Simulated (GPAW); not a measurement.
Fe3Ge:

```xyz
4
Lattice="0.0000 2.8756 2.8756 2.8756 0.0000 2.8756 2.8756 2.8756 0.0000" Properties=species:S:1:pos:R:3 pbc="T T T"
Ge    0.0000    0.0000    0.0000
Fe    4.3134    4.3134    4.3134
Fe    1.4378    1.4378    1.4378
Fe    2.8756    2.8756    2.8756
```

The cell comes from a database or a generator and needn't be the stable form of this composition.

Base run:

```yaml
Program: GPAW 26.7.0
Functional: PBEsol
Potentials_or_basis: PAW data sets generated in the run's folder for this functional
Cutoff: 600 eV
Basis: pw
k_mesh: 8 × 8 × 8
Occupations: fermi-dirac, width 0.05 eV
Spin: collinear spin, ferromagnetic start
Starting_moments: "[0.0, 3.0, 3.0, 3.0] μB"
Hubbard_terms: Fe d U = 3 eV
```

Its results: pressure 9.7 GPa; net moment 8.23 μB per cell; site moments Ge -0.05; Fe +2.83, +2.84 μB.

Problem. After a change of settings the same cell gave: pressure -2.8 GPa; net moment 6.81 μB per cell; site moments Ge -0.05; Fe +2.18, +2.62 μB. Which change was it?
A. hubbard terms from Fe d U = 3 eV to none; band points from 80 to 100
B. hubbard terms from Fe d U = 3 eV to Fe d U = 4 eV
C. hubbard terms from Fe d U = 3 eV to Fe d U = 1 eV
D. hubbard terms from Fe d U = 3 eV to none

Solution. C.

Caveats: the U is typed as a test and isn't derived for this compound.
